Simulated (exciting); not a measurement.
Write an ASE script for exciting (release sodium) that does the following.

```
Task                                     : density of states
Functional                               : PBEsol (libxc)
Potentials or basis                      : all-electron LAPW+lo, shipped species files, valence relativity iora*
rgkmax                                   : 6.5
k mesh                                   : 8 × 8 × 8
Occupations                              : methfessel-paxton, width 0.1 eV
Spin                                     : spin-orbit coupling, no magnetisation
outputlevel                              : high
DOS window about the Fermi level (Ha)    : [-0.6, 0.5] Ha
gmaxvr (cutoff of density and potential) : 14 1/bohr
lmaxapw (and lmaxmat)                    : 10
lmaxvr                                   : 8
nempty                                   : 50
Valence relativity                       : iora*
epsengy                                  : 1e-05 Ha
epspot                                   : 1e-05 Ha
maxscl                                   : 60
Muffin-tin radii                         : Ta 2.3, N 1.45 bohr
```

The structure of TaN lies in TaN.cif:

```cif
data_TaN
_cell_length_a 3.12728298
_cell_length_b 3.12728298
_cell_length_c 3.12728298
_cell_angle_alpha 60.00000000
_cell_angle_beta 60.00000000
_cell_angle_gamma 60.00000000
_space_group_name_H-M_alt 'P1'
_space_group_name_Hall 'P 1'
_space_group_IT_number 1
loop_
_space_group_symop_operation_xyz
'x,y,z'
loop_
_atom_site_label
_atom_site_type_symbol
_atom_site_symmetry_multiplicity
_atom_site_Wyckoff_symbol
_atom_site_fract_x
_atom_site_fract_y
_atom_site_fract_z
_atom_site_occupancy
Ta1 Ta 1 a 0.5000000000 0.5000000000 0.5000000000 1
N1 N 1 a 0.0000000000 0.0000000000 0.0000000000 1
```

The cell comes from a database or a generator and needn't be the stable form of this composition.

The input as run:

run_exciting.py

```python
import subprocess
import xml.etree.ElementTree as ET
from ase.io import read
from ase.units import Bohr

atoms = read("TaN.cif")
rmt = {'Ta': 2.3, 'N': 1.45}  # bohr
tasks = """
<groundstate do="fromscratch" ngridk="8 8 8" rgkmax="6.5" gmaxvr="14" lmaxapw="10" lmaxmat="10" lmaxvr="8" stype="Methfessel-Paxton 1" swidth="0.00367493" nempty="50" ValenceRelativity="iora*" epsengy="1e-05" epspot="1e-05" maxscl="60" outputlevel="high">
  <libxc exchange="XC_GGA_X_PBE_SOL" correlation="XC_GGA_C_PBE_SOL"/>
  <spin spinorb="true"/>
</groundstate>
<properties>
  <dos nwdos="400" winddos="-0.6 0.5" inttype="tetra" ngrdos="100" nsmdos="1" lmirep="true"/>
</properties>
"""

root = ET.Element("input")
ET.SubElement(root, "title").text = "TaN"
structure = ET.SubElement(root, "structure", speciespath="./", tshift="false")
crystal = ET.SubElement(structure, "crystal", scale="1.0")
for vector in atoms.cell / Bohr:
    ET.SubElement(crystal, "basevect").text = " ".join(f"{x:.12f}" for x in vector)
symbols = atoms.get_chemical_symbols()
for element in dict.fromkeys(symbols):
    species = ET.SubElement(structure, "species", speciesfile=element + ".xml", rmt=str(rmt[element]))
    for symbol, position in zip(symbols, atoms.get_scaled_positions(wrap=False)):
        if symbol == element:
            ET.SubElement(species, "atom", coord=" ".join(f"{x:.12f}" for x in position))
root.extend(ET.fromstring("<tasks>" + tasks + "</tasks>"))
ET.indent(root)
ET.ElementTree(root).write("input.xml")
subprocess.run(["exciting_smp"], check=True)
```

Potentials or basis: all-electron LAPW+lo, shipped species files, valence relativity iora*.

The run is started by

```bash
$ OMP_NUM_THREADS=1 python run_exciting.py
```

It gave:

```yaml
Band_gap_on_the_k_mesh: none (metal or under the smearing width)
All_electrons_inside_the_program's_atomic_spheres: Ta 70.26; N 5.47 (radii Ta 2.3, N 1.45 bohr)
Density_of_states_at_the_Fermi_level: 0.63 states/eV per cell
```

Caveat: total energies with spin-orbit coupling aren't reliable in this program, so none is listed and the log's shouldn't be used; the tetrahedron DOS on this energy grid can lose part of the weight of narrow d or f bands.

It took 4.1 min on 1 thread of Intel(R) Xeon(R) Platinum 8375C CPU @ 2.90GHz (Ice Lake), on a shared host, peak memory 0.15 GiB.
